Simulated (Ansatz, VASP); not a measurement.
**Two plane-wave programs on BN**

POSCAR

```
BN
1.0
    2.5434023100      0.0000000000      0.0000000000
   -1.2717011500      2.2026510100      0.0000000000
    0.0000000000      0.0000000000      4.2069931500
B N
2 2
Direct
    0.6666666700      0.3333333300      0.0001583200
    0.3333333300      0.6666666700      0.5001583200
    0.6666666700      0.3333333300      0.3748416800
    0.3333333300      0.6666666700      0.8748416800
```

Contents of INCAR.step1:

```
ALGO = Normal
EDIFF = 1E-4
ENCUT = 520
GGA = PE
ISMEAR = -1
LASPH = T
LCHARG = F
LREAL = F
LWAVE = T
NBANDS = 16
NELM = 60
PREC = Accurate
SIGMA = 0.02
```

File INCAR.step2:

```
ALGO = Normal
EDIFF = 1E-6
ENCUT = 520
ISIF = 2
ISMEAR = -1
ISTART = 1
LASPH = T
LCHARG = F
LMIXTAU = T
LREAL = F
LWAVE = F
METAGGA = R2SCAN
NBANDS = 16
NELM = 60
PREC = Accurate
SIGMA = 0.02
```

The input KPOINTS:

```
k-points
0
Gamma
  12 12 8
```

Input for Ansatz:

```yaml
crystal:
  lattice:
    - [2.5434023, 0.0, 0.0]
    - [-1.27170115, 2.20265101, 0.0]
    - [0.0, 0.0, 4.20699314]
  atoms:
    - { symbol: B, position: [0.66666667, 0.33333333, 0.00015832] }
    - { symbol: B, position: [0.33333333, 0.66666667, 0.50015832] }
    - { symbol: "N", position: [0.66666667, 0.33333333, 0.37484168] }
    - { symbol: "N", position: [0.33333333, 0.66666667, 0.87484168] }
  symmetry: { tolerance: 0.0003 }
hamiltonian:
  xc: r2scan
  pseudopotentials: { kind: paw, azcp: { folder: soft_1 } }
basis:
  ecutwfc: 500
magnetization:
  spin_polarized: false
scf:
  occupations: { method: fermi_dirac, width: 0.02 }
kpoints:
  mp_grid: { grid: [12, 12, 8], shift: [0, 0, 0] }
  band_path:
    path:
      - [0.0, 0.0, 0.0]
      - [0.5, 0.0, 0.0]
      - [0.33333333, 0.33333333, 0.0]
      - [0.0, 0.0, 0.0]
      - [0.0, 0.0, 0.5]
      - [0.5, 0.0, 0.5]
      - [0.33333333, 0.33333333, 0.5]
      - [0.0, 0.0, 0.5]
      - [0.5, 0.0, 0.5]
      - [0.5, 0.0, 0.0]
      - [0.33333333, 0.33333333, 0.5]
    npoints: 11
output:
  forces: true
  stress: true
  eigenvalues: true
  bader: true
  populations: true
  elf: true
  write_potential: true
  write_density: true
  volumetric_format: npy
  dos:
    e_range: [-12, 8]
    de: 0.05
    projected: { site_lists: { B: [B], "N": ["N"] } }
```

Measurements of this composition are mostly on another form, of space group No. 194.

Alike in both runs: task single point; functional r2SCAN; k mesh 12 × 12 × 8; occupations fermi-dirac, width 0.02 eV; no spin polarisation.

|  | VASP | Ansatz |
| --- | --- | --- |
| version | VASP 6.6.1 | Ansatz 0.2.0 |
| potentials or method | VASP PAW PBE potentials, release 64 (B, N) | PAW plane waves |
| plane-wave cutoff (eV) | 520 | 500 |
| valence electrons in the cell | 16 | 16 |

Ansatz gave:

| Quantity | Value |
| --- | --- |
| gap on the k mesh at the Fermi level (eV) | 5.75 |
| pressure (GPa) | 0.0 |
| rms of the force components (eV/Å) | 0.004 |

Problem. Which values does VASP return?

Solution. gap on the k mesh at the Fermi level (eV): 5.72; pressure (GPa): 1.4; rms of the force components (eV/Å): 0.007.

Atom by atom the forces differ by 0.003 eV/Å (rms over components).

Caveats: the PAW data sets were made with another functional, which shifts forces and pressure a little (VASP). r2SCAN opens gaps a little over a GGA but as a rule still falls short of measured ones. A k mesh can miss the band edges.
